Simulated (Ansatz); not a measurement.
SrO: a sublattice moved along a line

Level of theory: DFT r2SCAN, scalar-relativistic, plane waves, PAW (Ansatz 0.2.0). The runs took a 500 eV cutoff, a Γ-centred 8×8×8 mesh and Gaussian smearing (0.05 eV). No spin polarisation. Energies are free energies at this smearing, counted from the undisturbed cell; pressure is positive in compression.

Reference structure (as given, not relaxed at this level; it stands at 1.1 GPa):

```yaml
crystal:
  lattice:
    - [0.00000, 2.56980, 2.56980]
    - [2.56980, 0.00000, 2.56980]
    - [2.56980, 2.56980, 0.00000]
  atoms:
    - { symbol: Sr, position: [0.00000, 0.00000, 0.00000] }
    - { symbol: O, position: [0.50000, 0.50000, 0.50000] }
```

Every Sr atom is moved by x along the Cartesian unit vector (0.000, 0.000, -1.000); the cell and all other atoms stay fixed.

| x (Å) | ΔE (meV/cell) | force along x on the moved atoms (eV/Å) | pressure (GPa) | gap on the mesh (eV) |
| --- | --- | --- | --- | --- |
| -0.1000 | 12.6 | 0.26 | 1.4 | 3.82 |
| -0.0500 | 3.1 | 0.12 | 1.2 | 3.80 |
| 0.0000 | 0.0 | 0.00 | 1.1 | 3.79 |
| 0.0125 | 0.2 | -0.03 | 1.1 | 3.80 |
| 0.0250 | 0.8 | -0.06 | 1.1 | 3.80 |
| 0.0375 | ? | -0.09 | ? | 3.80 |
| 0.0625 | 4.8 | ? | 1.2 | ? |
| 0.0750 | 7.0 | -0.19 | 1.3 | 3.81 |
| 0.0875 | 9.6 | -0.22 | 1.3 | 3.81 |

By symmetry 0.1000 repeats -0.1000, -0.0750 repeats 0.0750, 0.0500 repeats -0.0500, -0.0250 repeats 0.0250 in energy, with the opposite slope along the path.

Give the withheld values.

ΔE (meV/cell) at x (Å) = 0.0375: 1.7; pressure (GPa) at x (Å) = 0.0375: 1.2; force along x on the moved atoms (eV/Å) at x (Å) = 0.0625: -0.16; gap on the mesh (eV) at x (Å) = 0.0625: 3.80.